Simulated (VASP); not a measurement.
TiC under changes of volume

One of the cells (10.361 Å³/atom); the others are scaled copies at fixed shape and fractional positions:

```
CELL_PARAMETERS angstrom
0.00000 2.18006 2.18006
2.18006 0.00000 2.18006
2.18006 2.18006 0.00000
ATOMIC_POSITIONS crystal
Ti 0.00000 0.00000 0.00000
C 0.50000 0.50000 0.50000
```

The cell is a database's computed one.

- Program: VASP 6.6.1
- Functional: PBE
- Potentials or basis: VASP PAW PBE potentials, release 64 (Ti_sv, C)
- Cutoff: 520 eV
- k mesh: 11 × 11 × 11
- Occupations: fermi-dirac, width 0.05 eV
- Spin: no spin polarisation

```csv
volume (Å³/atom),energy over the lowest point (meV/atom),pressure (GPa)
9.548,31.67,18.1
9.752,12.78,11.6
9.955,1.68,5.8
10.361,0.00,-4.3
10.564,8.12,-8.6
10.767,?,?
```

What does the run at 10.767 Å³/atom give?

Energy over the lowest point 21.47 meV/atom; pressure -12.5 GPa.

Worked out: A Birch-Murnaghan fit of order 3 (a polynomial in V^(-2/3)) to the other rows has its minimum at 10.18 Å³/atom with B0 = V·E''(V) = 249 GPa and B' = 3.8. It gives 21.53 meV/atom at 10.767 Å³/atom, against the run's 21.47, and -dE/dV = -12.5 GPa, against -12.5.

Energies are extrapolated to zero smearing.
